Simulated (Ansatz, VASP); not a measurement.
**HfC: VASP beside Ansatz**

```
CELL_PARAMETERS angstrom
0.00000 2.34040 2.34040
2.34040 0.00000 2.34040
2.34040 2.34040 0.00000
ATOMIC_POSITIONS crystal
Hf 0.50000 0.50000 0.50000
C 0.00000 0.00000 0.00000
```

Alike in both runs: task single point; functional r2SCAN; k mesh 10 × 10 × 10; occupations fermi-dirac, width 0.05 eV; no spin polarisation.

```csv
,VASP,Ansatz
version,VASP 6.6.1,Ansatz 0.2.0
potentials or method,"VASP PAW PBE potentials, release 64 (Hf_pv, C)",Ansatz PAW
plane-wave cutoff (eV),520,500
valence electrons in the cell,14,30
```

|  | VASP | Ansatz | Ansatz less VASP |
| --- | --- | --- | --- |
| gap on the k mesh at the Fermi level (eV) | none | none | - |
| pressure (GPa) | -7.1 | -6.0 | +1.14 |

A gap of «none» marks a metal or a gap that the smearing closes. The functional is the same, so the differences come from potentials, cutoffs and numerics. The two sets of potentials don't hold the same shells in valence.

Caveats: the PAW data sets were made with another functional, which shifts forces and pressure a little (VASP); the PAW data sets come from PBE, with cores solved anew for the run's functional, which leaves a small shift of forces and pressure (Ansatz). The runs have no spin-orbit coupling, so splittings on Hf are missing.
